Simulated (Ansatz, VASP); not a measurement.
# One calculation of MgI2, two programs

```
CELL_PARAMETERS angstrom
4.11546 0.00000 0.00000
-2.05773 3.56409 0.00000
0.00000 0.00000 7.64138
ATOMIC_POSITIONS crystal
Mg 0.00000 0.00000 0.00000
I 0.33333 0.66667 0.76666
I 0.66667 0.33333 0.23334
```

Alike in both runs: task single point; functional PBE; k mesh 6 × 6 × 4; occupations gaussian, width 0.05 eV; no spin polarisation.

```csv
,VASP,Ansatz
version,VASP 6.6.1,Ansatz 0.2.0
potentials or method,"VASP PAW PBE potentials, release 64 (Mg, I)","scalar-relativistic, plane waves, PAW"
plane-wave cutoff (eV),520,520
valence electrons in the cell,16,44
```

Ansatz gave:

```
gap on the k mesh at the Fermi level (eV)       : 3.34
least direct gap on the mesh (eV)               : 3.48
pressure (GPa)                                  : -0.2
largest component of the traceless stress (GPa) : 1.49
rms of the force components (eV/Å)              : 0.179
```

Question: Estimate VASP's values.

Answer: gap on the k mesh at the Fermi level (eV): 3.32; least direct gap on the mesh (eV): 3.47; pressure (GPa): -0.3; largest component of the traceless stress (GPa): 1.49; rms of the force components (eV/Å): 0.184.

Atom by atom the forces differ by 0.005 eV/Å (rms over components). The two sets of potentials don't hold the same shells in valence.

Caveats: spin-orbit coupling is left out, which moves the levels of the heavy elements; this functional lacks dispersion, which binds the layers, so the pressure and a relaxed spacing across them are unreliable. A k mesh can miss the band edges.
